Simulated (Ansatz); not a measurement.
The cell is rocksalt MgS; cell and atoms were relaxed with r2SCAN. The symmetry is Fm-3m (No. 225, cubic); conventional cell a = 5.203 Å, 17.61 Å³ an atom. Mg is surrounded by 6 S at 2.60 Å; S is surrounded by 6 Mg at 2.60 Å.

The questions ask for values computed with Ansatz on this geometry. No spin polarisation and no zero-point or thermal motion.

Given (8×8×8 mesh): The r2SCAN gap is indirect, 3.46 eV (Γ to X), below the direct gap of 4.64 eV at Γ.

Task: How does the gap change from r2SCAN to PBE (8×8×8)?

Result: PBE gives an indirect gap of 2.79 eV, from Γ to X; the least direct gap is 3.72 eV at Γ. The gap differs by -0.67 eV from r2SCAN's.

Task: How does the gap change from r2SCAN to HSE06 (6×6×6)?

Result: With HSE06 the valence top lies at Γ and the conduction bottom at X, 3.80 eV higher; the smallest vertical gap, at Γ, is 4.83 eV. The gap differs by +0.34 eV from r2SCAN's.

Task: Estimate the gap with PBE0 on 6×6×6.

Result: The PBE0 gap is indirect, 4.53 eV (Γ to X), below the direct gap of 5.53 eV at Γ. The gap differs by +1.07 eV from r2SCAN's.

Task: What does G0W0@PBE with 105 empty bands, a screening cutoff of 120 eV and a 6×6×6 mesh give?

Result: 4.15 eV (PBE's gap over the path plus the quasiparticle shift read on the mesh). G0W0 moves the gap on the mesh from 2.79 eV (PBE) to 4.15 eV (Γ to X). Renormalisation factors Z lie between 0.76 and 0.82. G0W0 here is at a finite number of bands, screening cutoff and k mesh, not at the basis limit.

Task: Roughly how does the cost of the PBE0 run (6×6×6) compare with r2SCAN's (8×8×8)?

Result: About 24 times as much (80 core-seconds against 3 core-seconds, on 2 threads of Intel(R) Xeon(R) Platinum 8259CL CPU @ 2.50GHz (Skylake/Cascade Lake) (shared host)).

The meshes of the hybrids are coarse, so their gaps aren't converged to the digits shown.
